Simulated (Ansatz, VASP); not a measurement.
**SiC2: VASP beside Ansatz**

The input INCAR:

```
SYSTEM = SiC2
PREC     = Accurate       ! precision mode
ENCUT    = 600            ! plane-wave cutoff, eV
EDIFF    = 1E-6           ! SCF threshold, eV
ISMEAR   = 0              ! smearing method
SIGMA    = 0.1            ! smearing width, eV
LREAL    = .FALSE.        ! projectors in reciprocal space
LASPH    = .TRUE.         ! aspherical terms in the spheres
NELM     = 100            ! most SCF steps
ALGO     = Normal         ! electronic algorithm
ISIF     = 3              ! what is computed and relaxed
LWAVE    = .FALSE.        ! write WAVECAR
LCHARG   = .FALSE.        ! write CHGCAR
GGA      = PE             ! functional
IBRION   = 2              ! ionic algorithm
NSW      = 100            ! ionic steps
EDIFFG   = -0.01          ! ionic threshold
```

The input KPOINTS:

```
regular mesh
0
G
  12 12 4
  0 0 0
```

The input POSCAR:

```
SiC2
1.0
    3.2440466586      0.0000000000      0.0000000000
   -1.6220233293      2.8094268174      0.0000000000
    0.0000000000      0.0000000000     12.5169487329
Si C
2 4
Direct
    0.3333333333      0.6666666667      0.0000000000
    0.6666666667      0.3333333333      0.0000000000
    0.3333333333      0.6666666667      0.6589556936
    0.3333333333      0.6666666667      0.3410443064
    0.6666666667      0.3333333333      0.6589556936
    0.6666666667      0.3333333333      0.3410443064
```

Input for Ansatz:

```yaml
crystal:
  lattice:
    - [3.2440466586, 0.0, 0.0]
    - [-1.6220233293, 2.8094268174, 0.0]
    - [0.0, 0.0, 12.5169487329]
  atoms:
    - { symbol: Si, position: [0.3333333333, 0.6666666667, 0.0] }
    - { symbol: Si, position: [0.6666666667, 0.3333333333, 0.0] }
    - { symbol: C, position: [0.3333333333, 0.6666666667, 0.6589556936] }
    - { symbol: C, position: [0.3333333333, 0.6666666667, 0.3410443064] }
    - { symbol: C, position: [0.6666666667, 0.3333333333, 0.6589556936] }
    - { symbol: C, position: [0.6666666667, 0.3333333333, 0.3410443064] }
basis:
  ecutwfc: 420
kpoints:
  mp_grid: { grid: [12, 12, 4] }
hamiltonian:
  xc: pbe
scf:
  occupations: { method: gaussian, width: 0.1 }
output:
  forces: true
  stress: true
  eigenvalues: true
  write_density: true
  write_potential: true
  elf: true
  volumetric_format: npy
relax:
  adjacent_minimum: "off"
  f_tol: 0.01
  max_steps: 80
  cell: { stress_tol: 0.05 }
```

Alike in both runs: task relaxation of cell and atoms; functional PBE; k mesh 12 × 12 × 4; occupations gaussian, width 0.1 eV; no spin polarisation.

```csv
,VASP,Ansatz
version,VASP 6.6.1,Ansatz 0.2.0
potentials or method,"VASP PAW PBE potentials, release 64 (Si, C)","scalar-relativistic, plane waves, PAW"
plane-wave cutoff (eV),600,420
valence electrons in the cell,24,24
```

|  | VASP | Ansatz | Ansatz less VASP |
| --- | --- | --- | --- |
| gap on the k mesh at the Fermi level, each at its own relaxed structure (eV) | none | none | - |
| relaxed volume (Å³/atom) | 20.79 | 20.89 | +0.095 |
| relaxed cell length with the largest relative difference (Å) | 13.828 | 13.882 | +0.0543 |
| energy change over the relaxation (meV/atom) | -3 | -3 | -0.5 |

A gap of «none» marks a metal or a gap that the smearing closes.

Caveats: this functional lacks dispersion, which binds the layers, so the pressure and a relaxed spacing across them are unreliable.
